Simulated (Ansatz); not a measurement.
# Bands of RbBr

```
CELL_PARAMETERS angstrom
0.00000 3.50760 3.50760
3.50760 0.00000 3.50760
3.50760 3.50760 0.00000
ATOMIC_POSITIONS crystal
Rb 0.00000 0.00000 0.00000
Br 0.50000 0.50000 0.50000
```

Atom numbers follow the list: Rb1, Br2.

Conventional cell: a = 7.015 Å, b = 7.015 Å, c = 7.015 Å, α = 90.00°, β = 90.00°, γ = 90.00°. Rb (atom 1) has 6 Br at 3.51 Å as nearest neighbours. Br (atom 2) is surrounded by 6 Rb at 3.51 Å.

The structure comes from a relaxation in the same program, started in the rocksalt type, and has space group Fm-3m. Whether it is a known phase or the ground state wasn't checked.

Level of theory: DFT, PBE, all-electron LAPW, scalar-relativistic in Ansatz 0.2.0.

The runs use a Γ-centred 9×9×9 k mesh, Fermi–Dirac smearing of 0.05 eV, basis error target 1 meV/atom, no spin polarisation.

Points in fractions of the reciprocal vectors of this cell: Γ (0, 0, 0), X (0.5, 0, 0.5), U (0.625, 0.25, 0.625), K (0.375, 0.375, 0.75), L (0.5, 0.5, 0.5), W (0.5, 0.25, 0.75). The path joins them by straight lines in the order Γ–X–U–K–Γ–L–W–X; legs that retrace an earlier one aren't tabulated. Energies are in eV from the top of the valence band.

Problem. Metal or insulator at this level of theory?

Solution. An insulator or semiconductor: gap 4.19 eV, direct at Γ.

Problem. Tabulate bands 19 to 24, counted from the lowest band of the run, along the path.

Solution. 
```
k (1/Å)  point  band 19  band 20  band 21  band 22  band 23  band 24
   0.00      Γ     0.00     0.00     0.00     4.19     7.26     7.26
   0.22           -0.24    -0.03    -0.03     4.62     6.89     7.62
   0.45           -0.53    -0.09    -0.09     5.49     6.27     8.52
   0.67           -0.53    -0.14    -0.14     5.83     6.39     8.89
   0.90      X    -0.45    -0.15    -0.15     5.67     6.87     8.85
   0.97           -0.45    -0.18    -0.16     5.72     6.93     8.75
   1.05           -0.44    -0.24    -0.18     5.86     7.12     8.53
   1.13           -0.42    -0.33    -0.20     6.07     7.41     8.24
   1.21      U    -0.44    -0.39    -0.23     6.33     7.79     7.95
   1.35           -0.50    -0.36    -0.26     6.58     7.54     8.05
   1.49           -0.52    -0.32    -0.30     6.96     7.08     8.13
   1.62           -0.50    -0.36    -0.26     6.58     7.54     8.05
   1.76      K    -0.44    -0.39    -0.23     6.33     7.79     7.95
   2.00           -0.67    -0.29    -0.28     6.74     7.24     8.33
   2.24           -0.59    -0.23    -0.14     5.78     6.93     7.99
   2.47           -0.24    -0.08    -0.04     4.69     7.06     7.44
   2.71      Γ     0.00     0.00     0.00     4.19     7.26     7.26
   2.90           -0.16    -0.05    -0.05     4.54     7.16     7.43
   3.10           -0.49    -0.15    -0.15     5.39     7.08     7.93
   3.29           -0.77    -0.26    -0.26     6.27     7.26     8.68
   3.49      L    -0.87    -0.30    -0.30     6.63     7.47     9.28
   3.64           -0.82    -0.30    -0.29     6.70     7.42     9.08
   3.80           -0.68    -0.31    -0.28     6.83     7.26     8.57
   3.96           -0.52    -0.32    -0.30     6.96     7.08     8.13
   4.12      W    -0.43    -0.33    -0.33     7.01     7.01     7.97
   4.23           -0.39    -0.38    -0.27     6.46     7.61     7.71
   4.34           -0.42    -0.29    -0.21     6.04     7.31     8.20
   4.46           -0.44    -0.20    -0.17     5.77     6.99     8.66
   4.57      X    -0.45    -0.15    -0.15     5.67     6.87     8.85
```

Kohn–Sham gaps of semilocal functionals usually fall short of measured ones.
